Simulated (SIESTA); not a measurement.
## SnSe: energy against volume and a worked fit

```cif
data_structure
_symmetry_space_group_name_H-M 'Fm-3m'
_symmetry_Int_Tables_number 225
_cell_length_a 6.0200
_cell_length_b 6.0200
_cell_length_c 6.0200
_cell_angle_alpha 90.000
_cell_angle_beta 90.000
_cell_angle_gamma 90.000
_cell_volume 218.17
loop_
_atom_site_label
_atom_site_type_symbol
_atom_site_symmetry_multiplicity
_atom_site_Wyckoff_symbol
_atom_site_fract_x
_atom_site_fract_y
_atom_site_fract_z
_atom_site_occupancy
Sn1 Sn 4 a 0.00000 0.00000 0.00000 1
Se1 Se 4 b 0.50000 0.00000 0.00000 1
```

Measurements of this composition are mostly on another form, of space group No. 62.

The cell was scaled at fixed shape and fractions and run with SIESTA, files PseudoDojo sr-lda-0.4.1-standard, DZP (energy shift 0.003 Ry; two zetas on semicore shells); LDA, k mesh 8 × 8 × 8 on the cell of 2 atoms, fermi-dirac occupations of 0.05 eV, no spin polarisation, no spin-orbit coupling. Energies are those that the program minimises, any entropy of the smearing included.

| V (Å³/atom) | energy over the lowest row (meV/atom) |
| --- | --- |
| 25.6346 | 4.60 |
| 26.1801 | 0.05 |
| 26.7255 | 0.00 |
| 27.2709 | 4.10 |
| 27.8163 | 11.94 |
| 28.3617 | ? |
| 28.9072 | 37.05 |

Q: Fit the third-order Birch-Murnaghan form, give V0, B0 and B′, and predict the energy left open.

A: With y = (V0/V)^(2/3), E = E0 + (9 V0 B0/16) [(y - 1)³ B′ + (y - 1)² (6 - 4y)]. Least squares through the rows shown give V0 = 26.4506 Å³/atom, E0 = -0.52 meV, B0 = 61.82 GPa (1 eV/Å³ = 160.218 GPa) and B′ = 4.34, with a largest miss of 0.03 meV. At V = 28.3617 the form with these constants gives 23.01 meV; the run gave 23.00 meV an atom.

The fitted minimum lies at a smaller volume than the listed cell, probably because LDA tends to overbind. A bulk modulus of 61.82 GPa describes a fairly soft rocksalt lattice. Its bonding rests largely on Sn and Se p states, with too few p electrons to give each of the six contacts around an atom a full two-electron bond. The positive B′ reflects the usual anharmonicity: short-range repulsion stiffens the lattice on compression, while expansion weakens the bonds.

The close match at the omitted volume shows that the curve is smooth, but it is a test of interpolation, not of behaviour under strong compression, where B′ matters more and only two rows lie below V0. The minimum also establishes stability against uniform scaling alone. Off-centring of Sn, which lets its 5s lone pair mix with p states and splits the equal contacts into short and long ones, is excluded by the fixed fractions, so the curve can't show whether the cubic form is dynamically stable or how it ranks against the layered one.
